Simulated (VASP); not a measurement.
# Cu (Fm-3m) in VASP: notebook

Aim: see how the results for Cu move with the level of theory and the settings. Levels: PBEsol, PBE+D3(BJ). Tasks: relaxation of cell and atoms.

Everything below comes from runs of VASP 6.6.1. Logs are shortened: lines on timing, memory, paths and dates and some standing lists are left out, and cuts for length are marked.

## (1) Starting point

Symmetry: Fm-3m, No. 225, cubic system. Conventional cell: a = 3.615 Å, b = 3.615 Å, c = 3.615 Å, α = 90.00°, β = 90.00°, γ = 90.00°. Cu (site symmetry m-3m) is surrounded by 12 Cu at 2.56 Å.

## (2) Relaxation of cell and atoms, PBEsol, target pressure 7.3 GPa, at which the enthalpy is minimised

Input file INCAR:

```
SYSTEM = Cu
PREC = Accurate
ENCUT = 600
EDIFF = 1E-6
ISMEAR = 1
SIGMA = 0.1
LREAL = .False.
LASPH = .True.
NELM = 80
ALGO = Normal
ISIF = 3
LWAVE = .False.
LCHARG = .False.
GGA = PS
IBRION = 2
NSW = 90
EDIFFG = -0.01
PSTRESS = 73.0
```

Input file KPOINTS:

```
regular mesh
0
Gamma
  18 18 18
  0 0 0
```

Input file POSCAR:

```
Cu
1.0
    0.0000000000      1.8075000000      1.8075000000
    1.8075000000      0.0000000000      1.8075000000
    1.8075000000      1.8075000000      0.0000000000
Cu
1
Direct
    0.0000000000      0.0000000000      0.0000000000
```

Potentials or basis: VASP PAW PBE potentials, release 64 (Cu).

Run with:

```sh
$ cat potpaw_PBE.64/Cu/POTCAR > POTCAR
$ mpirun -np 1 vasp_std > vasp.out
```

OUTCAR:

```text
SYSTEM = Cu
   PREC = Accurate
   ENCUT = 600
   EDIFF = 1E-6
   ISMEAR = 1
   LREAL = .False.
   LASPH = .True.
   NELM = 80
   ISIF = 3
   GGA = PS
   IBRION = 2
   NSW = 90
   EDIFFG = -0.01
   PSTRESS = 73.0

 ion  position               nearest neighbor table
   1  0.000  0.000  0.000-

  LATTYP: Found a face centered cubic cell.
 ALAT       =     3.6150000000

  Lattice vectors:

 A1 = (   0.0000000000,   1.8075000000,   1.8075000000)
 A2 = (   1.8075000000,   0.0000000000,   1.8075000000)
 A3 = (   1.8075000000,   1.8075000000,   0.0000000000)

Analysis of symmetry for initial positions (statically):
=====================================================================
 Subroutine PRICEL returns:
 Original cell was already a primitive cell.

 Routine SETGRP: Setting up the symmetry group for a
 face centered cubic supercell.

 Subroutine GETGRP returns: Found 48 space group operations
 (whereof 48 operations were pure point group operations)
 out of a pool of 48 trial point group operations.

The static configuration has the point symmetry O_h .

Analysis of symmetry for dynamics (positions and initial velocities):
=====================================================================
 Subroutine PRICEL returns:
 Original cell was already a primitive cell.

 Routine SETGRP: Setting up the symmetry group for a
 face centered cubic supercell.

 Subroutine GETGRP returns: Found 48 space group operations
 (whereof 48 operations were pure point group operations)
 out of a pool of 48 trial point group operations.

The dynamic configuration has the point symmetry O_h .

 Subroutine INISYM returns: Found 48 space group operations
 (whereof 48 operations are pure point group operations),
 and found     1 'primitive' translations

----------------------------------------------------------------------------------------

                                     Primitive cell

  volume of cell :      11.8104

  direct lattice vectors                    reciprocal lattice vectors
     0.000000000  1.807500000  1.807500000    -0.276625173  0.276625173  0.276625173
     1.807500000  0.000000000  1.807500000     0.276625173 -0.276625173  0.276625173
     1.807500000  1.807500000  0.000000000     0.276625173  0.276625173 -0.276625173

  length of vectors
     2.556191014  2.556191014  2.556191014     0.479128854  0.479128854  0.479128854

  position of ions in fractional coordinates (direct lattice)
     0.000000000  0.000000000  0.000000000

  ion indices of the primitive-cell ions
   primitive index   ion index
                 1           1

----------------------------------------------------------------------------------------

 KPOINTS: regular mesh

Automatic generation of k-mesh.
 Grid dimensions read from file:
 generate k-points for:   18   18   18

 Generating k-lattice:

  Cartesian coordinates                     Fractional coordinates (reciprocal lattice)
    -0.015368065  0.015368065  0.015368065     0.055555556  0.000000000  0.000000000
     0.015368065 -0.015368065  0.015368065     0.000000000  0.055555556  0.000000000
     0.015368065  0.015368065 -0.015368065     0.000000000  0.000000000  0.055555556

  Length of vectors
     0.026618270  0.026618270  0.026618270

  Shift w.r.t. Gamma in fractional coordinates (k-lattice)
     0.000000000  0.000000000  0.000000000

 Subroutine IBZKPT returns following result:
 ===========================================

 Found    195 irreducible k-points:

 Following reciprocal coordinates:
            Coordinates               Weight
  0.000000  0.000000  0.000000      1.000000
  0.055556  0.000000  0.000000      8.000000
  0.111111  0.000000  0.000000      8.000000
  0.166667  0.000000  0.000000      8.000000
  0.222222  0.000000  0.000000      8.000000
  0.277778  0.000000  0.000000      8.000000
[... 16 lines left out ...]
 -0.277778  0.055556  0.000000     24.000000
 -0.222222  0.055556  0.000000     24.000000
 [... further k-points ...]
   k-points           NKPTS =    195   k-points in BZ     NKDIM =    195   number of bands    NBANDS=      9
   number of dos      NEDOS =    301   number of ions     NIONS =      1
   total plane-waves  NPLWV =   8000
   dimension x,y,z NGX =    20 NGY =   20 NGZ =   20
   dimension x,y,z NGXF=    40 NGYF=   40 NGZF=   40
   ions per type =               1
   NGX,Y,Z   is equivalent  to a cutoff of  13.01, 13.01, 13.01 a.u.
   NGXF,Y,Z  is equivalent  to a cutoff of  26.01, 26.01, 26.01 a.u.
 SYSTEM =  Cu
   PREC   = accura    normal or accurate (medium, high low for compatibility)
   ISTART =      0    job   : 0-new  1-cont  2-samecut
   ICHARG =      2    charge: 1-file 2-atom 10-const
   ISPIN  =      1    spin polarized calculation?
   LNONCOLLINEAR =      F non collinear calculations
   LSORBIT =      F    spin-orbit coupling
   LASPH  =      T    aspherical Exc in radial PAW
   ENCUT  =  600.0 eV  44.10 Ry    6.64 a.u.   5.11  5.11  5.11*2*pi/ulx,y,z
   NELM   =     80;   NELMIN=  2; NELMDL= -5     # of ELM steps
   EDIFF  = 0.1E-05   stopping-criterion for ELM
   LREAL  =      F    real-space projection
   EDIFFG = -.1E-01   stopping-criterion for IOM
   NSW    =     90    number of steps for IOM
   IBRION =      2    ionic relax: 0-MD 1-quasi-New 2-CG
   NFREE  =      1    steps in history (QN), initial steepest desc. (CG)
   ISIF   =      3    stress and relaxation
   ISYM   =      2    0-nonsym 1-usesym 2-fastsym
   POTIM  = 0.5000    time-step for ionic-motion
   TEBEG  =    0.0;   TEEND  =   0.0 temperature during run
   PSTRESS=   73.0 pullay stress
   NELECT =      11.0000    total number of electrons
   NUPDOWN=      -1.0000    fix difference up-down
   EMIN   =  10.00;   EMAX   =-10.00  energy-range for DOS
   EFERMI =   0.00;   METHOD = LEGACY
   ISMEAR =     1;   SIGMA  =   0.10  broadening in eV -4-tet -1-fermi 0-gaus
   EFERMI_NEDOS =   21; number of points for ismear=-14 and -15
   IALGO  =     38    algorithm
   IMIX   =      4    mixing-type and parameters
     AMIX     =   0.40;   BMIX     =  1.00
     AMIX_MAG =   1.60;   BMIX_MAG =  1.00
  volume/ion in A,a.u.               =      11.81        79.70
  Fermi-wavevector in a.u.,A,eV,Ry     =   1.598763  3.021224 34.777078  2.556043
  Thomas-Fermi vector in A             =   2.696162
   LORBIT       =      0    0 simple, 1 ext, 2 COOP (PROOUT), +10 PAW based schemes
   GGA     = PS    functional components
   LHFCALC =     F    Hartree Fock is set to
   AEXX    =    0.0000 exact exchange contribution
   IVDW    =     0    specifies the selected vdW correction
   LEPSILON=     F    determine dielectric tensor
   LRPA    =     F    only Hartree local field effects (RPA)
 conjugate gradient relaxation of ions
 non-spin polarized calculation
 Methfessel and Paxton  Order N= 1 SIGMA  =   0.10
  energy-cutoff  :      600.00
  volume of cell :       11.81
 maximum number of plane-waves:       411
   NGX = 11   NGY = 11   NGZ = 11

--------------------------------------- Ionic step        1  -------------------------------------------

 number of electron      11.0000001 magnetization

 Free energy of the ion-electron system (eV)
  ---------------------------------------------------
  ext. energy  EPLUGINS =         0.00000000
  ---------------------------------------------------
  free energy    TOTEN  =        -4.30072267 eV

  energy without entropy =       -4.30072400  energy(sigma->0) =       -4.30072311

------------------------ aborting loop because EDIFF is reached ----------------------------------------

  FORCE on cell =-STRESS in cart. coord.  units (eV):
  Direction    XX          YY          ZZ          XY          YZ          ZX
  --------------------------------------------------------------------------------------
  -------------------------------------------------------------------------------------
  Total       -0.4135184     -0.4135184     -0.4135184      0.0000000      0.0000000      0.0000000
  in kB      -56.0971142    -56.0971142    -56.0971142      0.0000000      0.0000000      0.0000000
  external PRESSURE =    -129.0971142 kB  Pullay stress =      73.0000000 kB
[... 59 lines left out ...]
  enthalpy is  TOTEN    =        -3.7730904195 eV   P V=        0.4673540158

--------------------------------------- Ionic step        3  -------------------------------------------

 number of electron      11.0000000 magnetization

 Free energy of the ion-electron system (eV)
  ---------------------------------------------------
  ext. energy  EPLUGINS =         0.00000000
  ---------------------------------------------------
  free energy    TOTEN  =        -4.29915953 eV

  energy without entropy =       -4.29916112  energy(sigma->0) =       -4.29916006

 E-fermi :   8.3538     XC(G=0): -13.3671

 val. band max:        8.3294005149   @ k =   0.5000   0.1111   0.0000
 cond. band min:       8.3557637074   @ k =  -0.4444   0.1111   0.0556
 fundamental gap:      0.0263631925
 Fermi energy:         8.3537533678

 k-point     1 :       0.0000    0.0000    0.0000
  band No.  band energies     occupation
      1      -1.5989      2.00000
      2       5.1273      2.00000
      3       5.1273      2.00000
      4       5.1273      2.00000
      5       6.0659      2.00000
      6       6.0659      2.00000
      7      31.6000      0.00000
      8      34.8275      0.00000
      9      34.8275      0.00000
[... 265 lines left out ...]
 k-point    24 :      -0.2222    0.0556    0.0000
  band No.  band energies     occupation
      1       0.5833      2.00000
      2       4.7886      2.00000
      3       5.3039      2.00000
      4       5.3482      2.00000
      5       6.0073      2.00000
      6       6.2835      2.00000
      7      22.0324      0.00000
      8      29.2611      0.00000
      9      32.9394      0.00000

 [... further k-points ...]
[... 5 lines left out ...]
  --------------------------------------------------------------------------------------
  -------------------------------------------------------------------------------------
  Total        0.4898168      0.4898168      0.4898168     -0.0000000     -0.0000000      0.0000000
  in kB       71.8124704     71.8124704     71.8124704     -0.0000000     -0.0000000      0.0000000
  external PRESSURE =      -1.1875296 kB  Pullay stress =      73.0000000 kB
[... 16 lines left out ...]
  FREE ENERGIE OF THE ION-ELECTRON SYSTEM (eV)
  ---------------------------------------------------
  free  energy   TOTEN  =        -4.2991595313 eV

  energy  without entropy=       -4.2991611165  energy(sigma->0) =       -4.29916006

  enthalpy is  TOTEN    =        -3.8012428667 eV   P V=        0.4979166646

 reached required accuracy - stopping structural energy minimisation
```

Wall time 28 s (1 thread of Intel Xeon Platinum 8488C (Sapphire Rapids), shared host); peak memory 0.15 GiB.

What came out:

| Property | Result |
| --- | --- |
| Free energy | -4.2992 eV |
| Relaxed volume | 10.93 Å³/atom |
| Relaxed cell | a = 2.491 Å, b = 2.491 Å, c = 2.491 Å, α = 60.00°, β = 60.00°, γ = 60.00° |
| Space group after relaxing (to 0.05 Å) | Fm-3m (No. 225) |
| Energy change on relaxing (the enthalpy is what falls) | +1.6 meV/atom |
| Ionic steps | 3 |
| Pressure after relaxing | 7.2 GPa |
| Band gap on the k mesh | none (metal or under the smearing width) |

Step by step:
| step | energy change (eV) | largest force (eV/Å) | pressure (GPa) | volume (Å³) |
| --- | --- | --- | --- | --- |
| 1 | 0.0000 | 0.0000 | -5.61 | 11.81 |
| 2 | 0.0603 | 0.0000 | 21.73 | 10.26 |
| 3 | 0.0016 | 0.0000 | 7.18 | 10.93 |

Final structure:
```
Cu
1.0
     0.00000    1.76132    1.76132
     1.76132    0.00000    1.76132
     1.76132    1.76132    0.00000
Cu
1
Direct
  0.00000 0.00000 0.00000
```

Caveat: the cell is relaxed towards a set pressure, so the enthalpy falls and the energy may rise; the PAW data sets were made with another functional, which shifts forces and pressure a little.

## (3) Relaxation of cell and atoms, PBEsol, target pressure 7.3 GPa, at which the enthalpy is minimised

This run uses another cell than the first one, of 10.93 Å³/atom, 0.925 times its volume.

Changes to INCAR since step 2:

```diff
@@ -3,3 +3,3 @@
 ENCUT = 600
-EDIFF = 1E-6
+EDIFF = 1E-7
 ISMEAR = 1
@@ -16,3 +16,3 @@
 NSW = 90
-EDIFFG = -0.01
+EDIFFG = -0.005
 PSTRESS = 73.0
```

KPOINTS is that of step 2.

Input file POSCAR:

```
Cu                                      
1.0
    0.0000000000      1.7613194438      1.7613194438
    1.7613194438      0.0000000000      1.7613194438
    1.7613194438      1.7613194438      0.0000000000
  Cu            
     1
Direct
     0.0000000000000000    0.0000000000000000    0.0000000000000000
```

Potentials or basis: VASP PAW PBE potentials, release 64 (Cu).

Run with:

```sh
$ cat potpaw_PBE.64/Cu/POTCAR > POTCAR
$ mpirun -np 1 vasp_std > vasp.out
```

OUTCAR:

```text
SYSTEM = Cu
   PREC = Accurate
   ENCUT = 600
   EDIFF = 1E-7
   ISMEAR = 1
   LREAL = .False.
   LASPH = .True.
   NELM = 80
   ISIF = 3
   GGA = PS
   IBRION = 2
   NSW = 90
   EDIFFG = -0.005
   PSTRESS = 73.0

 ion  position               nearest neighbor table
   1  0.000  0.000  0.000-

  LATTYP: Found a face centered cubic cell.
 ALAT       =     3.5226388876

  Lattice vectors:

 A1 = (   0.0000000000,   1.7613194438,   1.7613194438)
 A2 = (   1.7613194438,   0.0000000000,   1.7613194438)
 A3 = (   1.7613194438,   1.7613194438,   0.0000000000)

Analysis of symmetry for initial positions (statically):
[... 464 lines left out ...]
      7      22.0326      0.00000
      8      29.2612      0.00000
      9      32.9395      0.00000

 [... further k-points ...]
[... 5 lines left out ...]
  --------------------------------------------------------------------------------------
  -------------------------------------------------------------------------------------
  Total        0.4935296      0.4935296      0.4935296      0.0000000      0.0000000     -0.0000000
  in kB       72.3568043     72.3568043     72.3568043      0.0000000      0.0000000     -0.0000000
  external PRESSURE =      -0.6431957 kB  Pullay stress =      73.0000000 kB

 VOLUME and BASIS-vectors are now :
 -----------------------------------------------------------------------------
  energy-cutoff  :      600.00
  volume of cell :       10.93
      direct lattice vectors                 reciprocal lattice vectors
     0.000000000  1.761319444  1.761319444    -0.283878090  0.283878090  0.283878090
     1.761319444  0.000000000  1.761319444     0.283878090 -0.283878090  0.283878090
     1.761319444  1.761319444  0.000000000     0.283878090  0.283878090 -0.283878090

 POSITION                                       TOTAL-FORCE (eV/Angst)
 -----------------------------------------------------------------------------------
      0.00000      0.00000      0.00000        -0.000000     -0.000000      0.000000
 -----------------------------------------------------------------------------------
    total drift:                                0.000000      0.000000      0.000000

  FREE ENERGIE OF THE ION-ELECTRON SYSTEM (eV)
  ---------------------------------------------------
  free  energy   TOTEN  =        -4.2987720751 eV

  energy  without entropy=       -4.2987738262  energy(sigma->0) =       -4.29877266

  enthalpy is  TOTEN    =        -3.8008554106 eV   P V=        0.4979166646

 reached required accuracy - stopping structural energy minimisation
```

CONTCAR:

```text
Cu
   1.00000000000000
     0.0000000000000000    1.7613194437999999    1.7613194437999999
     1.7613194437999999    0.0000000000000000    1.7613194437999999
     1.7613194437999999    1.7613194437999999    0.0000000000000000
  Cu
     1
Direct
     0.0000000000000000    0.0000000000000000    0.0000000000000000

  0.00000000E+00  0.00000000E+00  0.00000000E+00
```

Wall time 12 s (1 thread of Intel Xeon Platinum 8488C (Sapphire Rapids), shared host); peak memory 0.14 GiB.

What came out:

| Item | Value |
| --- | --- |
| Free energy | -4.2988 eV |
| Pressure after relaxing | 7.2 GPa |
| Band gap on the k mesh | none (metal or under the smearing width) |

Final structure:
```xyz
1
Lattice="0.0000 1.7613 1.7613 1.7613 0.0000 1.7613 1.7613 1.7613 0.0000" Properties=species:S:1:pos:R:3 pbc="T T T"
Cu    0.0000    0.0000    0.0000
```

Caveat: the relaxation stopped at its first step, so nothing moved; the cell is relaxed towards a set pressure, so the enthalpy falls and the energy may rise; the PAW data sets were made with another functional, which shifts forces and pressure a little.

## (4) Relaxation of cell and atoms, PBE+D3(BJ)

Input file INCAR:

```
SYSTEM = Cu
PREC = Accurate ; ENCUT = 600
EDIFF = 1E-6 ; ISMEAR = 1
SIGMA = 0.1 ; LREAL = .False.
LASPH = .True. ; NELM = 80
ALGO = Normal ; ISIF = 3
LWAVE = .False. ; LCHARG = .False.
GGA = PE ; IVDW = 12
IBRION = 2 ; NSW = 90
EDIFFG = -0.01
```

Input file KPOINTS:

```
Automatic mesh
0
Gamma
  18 18 18
  0 0 0
```

Input file POSCAR:

```
Cu
1.0
    0.0000000000      1.8075000000      1.8075000000
    1.8075000000      0.0000000000      1.8075000000
    1.8075000000      1.8075000000      0.0000000000
Cu
1
Direct
    0.0000000000      0.0000000000      0.0000000000
```

Run with:

```sh
$ cat potpaw_PBE.64/Cu/POTCAR > POTCAR
$ mpirun -np 1 vasp_std > vasp.out
```

Wall time 18 s (1 thread of Intel Xeon 6975P-C (Granite Rapids), shared host); peak memory 0.16 GiB.

Results (log left out):

| Quantity | Value |
| --- | --- |
| Free energy | -4.3183 eV |
| Relaxed volume | 11.36 Å³/atom |
| Relaxed cell | a = 2.523 Å, b = 2.523 Å, c = 2.523 Å, α = 60.00°, β = 60.00°, γ = 60.00° |
| Space group after relaxing (to 0.05 Å) | Fm-3m (No. 225) |
| Energy gained by relaxing | 8.4 meV/atom |
| Ionic steps | 3 |
| Pressure after relaxing | 0.0 GPa |
| Band gap on the k mesh | none (metal or under the smearing width) |
| Dispersion energy per atom | -0.607 eV |

Step by step:
```
step  energy change (eV)  largest force (eV/Å)  pressure (GPa)  volume (Å³)
   1              0.0000                0.0000           -5.65        11.81
   2             -0.0057                0.0000            3.79        11.11
   3             -0.0084                0.0000            0.01        11.36
```

Final structure:
```
CELL_PARAMETERS angstrom
0.00000 1.78399 1.78399
1.78399 0.00000 1.78399
1.78399 1.78399 0.00000
ATOMIC_POSITIONS crystal
Cu 0.00000 0.00000 0.00000
```

Levels at points of the mesh, in eV from the Fermi level:
```
           k point  band 2  band 3  band 4  band 5  band 6  band 7  band 8  band 9
(0.00, 0.00, 0.00)   -3.12   -3.12   -3.12   -2.24   -2.24   22.94   25.89   25.89
(0.50, 0.00, 0.00)   -3.15   -3.15   -1.64   -1.64   -1.09    3.99   21.41   22.72
(0.50, 0.50, 0.00)   -4.60   -1.66   -1.49   -1.49    1.50    7.42   13.42   13.42
```

Caveat: pairwise dispersion overbinds metals, which lowers pressure and volume.
